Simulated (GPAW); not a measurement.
Crystal: I.

```xyz
4
Lattice="3.6350 -2.3950 0.0000 3.6350 2.3950 0.0000 0.0000 0.0000 9.7934" Properties=species:S:1:pos:R:3 pbc="T T T"
I     3.6350   -0.7152    3.7646
I     3.6350    1.6799    1.1321
I     3.6350    0.7152    6.0288
I     3.6350   -1.6799    8.6613
```

Base run:

| Item | Value |
| --- | --- |
| Program | GPAW 26.7.0 |
| Functional | r2SCAN |
| Potentials or basis | GPAW PAW data sets (gpaw-data 1.2.1) |
| Cutoff | 600 eV |
| Basis | pw |
| k mesh | 6 × 6 × 3 |
| Occupations | fermi-dirac, width 0.05 eV |
| Spin | no spin polarisation |

Its results: band gap on the k mesh 1.55 eV, indirect (least direct gap 1.65 eV); pressure 1.5 GPa; largest force 0.783 eV/Å.

**Question.** The run is repeated on the same cell with these changes: functional from r2SCAN to PBE. What comes out?

**Answer.** Band gap on the k mesh 1.30 eV, indirect (least direct gap 1.39 eV); pressure 2.0 GPa; largest force 1.000 eV/Å.

r2SCAN gives the wider gap, since meta-GGAs in the generalised Kohn-Sham scheme recover part of the derivative discontinuity.

Caveats: spin-orbit coupling is left out, which moves the levels of the heavy elements; the PAW data sets were made with another functional, which shifts forces and pressure a little (some runs).

Not every run made on this cell is shown here.
